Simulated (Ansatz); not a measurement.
# TaN: the cost of one run

Method: DFT PBE, scalar-relativistic, plane waves, PAW, in Ansatz 0.2.0.

### 1 Starting point

It takes space group Fm-3m (No. 225, cubic). Conventional cell: a = 4.358 Å, b = 4.358 Å, c = 4.358 Å, α = 90.00°, β = 90.00°, γ = 90.00°. Around Ta (site symmetry m-3m) lie 6 N at 2.18 Å. N (site symmetry m-3m) is surrounded by 6 Ta at 2.18 Å.

Coordinates:

```
CELL_PARAMETERS angstrom
0.00000 2.17900 2.17900
2.17900 0.00000 2.17900
2.17900 2.17900 0.00000
ATOMIC_POSITIONS crystal
Ta 0.50000 0.50000 0.50000
N 0.00000 0.00000 0.00000
```

The cell is taken as given, not relaxed at this level.

### 2 Zero of energy

The reference gives a free energy of -10317.8858 eV, pressure 14.56 GPa, largest force 0.000 eV/Å and gap on the mesh none (metal). It was computed beforehand with the settings of the runs below.

### 3 Next: energy and stress against strain

The cell is strained by ε times the Voigt pattern (1, 1, 0, 0, 0, 0) (xx, yy, zz, yz, xz, xy; engineering shear), with fractional coordinates fixed (clamped ions). The stress on the pattern is the sum of the stress components weighted by it, tension positive.

### 4 Point ε = -0.0400

Input file input.yaml:

```yaml
crystal:
  lattice:
    - [0.0, 2.09184, 2.179]
    - [2.09184, 0.0, 2.179]
    - [2.09184, 2.09184, 0.0]
  atoms:
    - { symbol: Ta, position: [0.5, 0.5, 0.5] }
    - { symbol: "N", position: [0.0, 0.0, 0.0] }
basis:
  ecutwfc: 420
kpoints:
  mp_grid: { grid: [18, 18, 18] }
hamiltonian:
  xc: pbe
scf:
  occupations: { method: gaussian, width: 0.15 }
output:
  forces: true
  stress: true
  eigenvalues: true
```

Started as:

```console
> ansatz run input.yaml --threads 1 --pin off --max-ram 2560MiB --backend cpu --events-out ev --progress --plain --runs-dir out
```

Q: Estimate wall time and peak memory on 1 thread of Intel Xeon Platinum 8259CL at 2.50GHz (Skylake/Cascade Lake), shared host.

About 9.8 s, with a peak of 0.45 GiB.
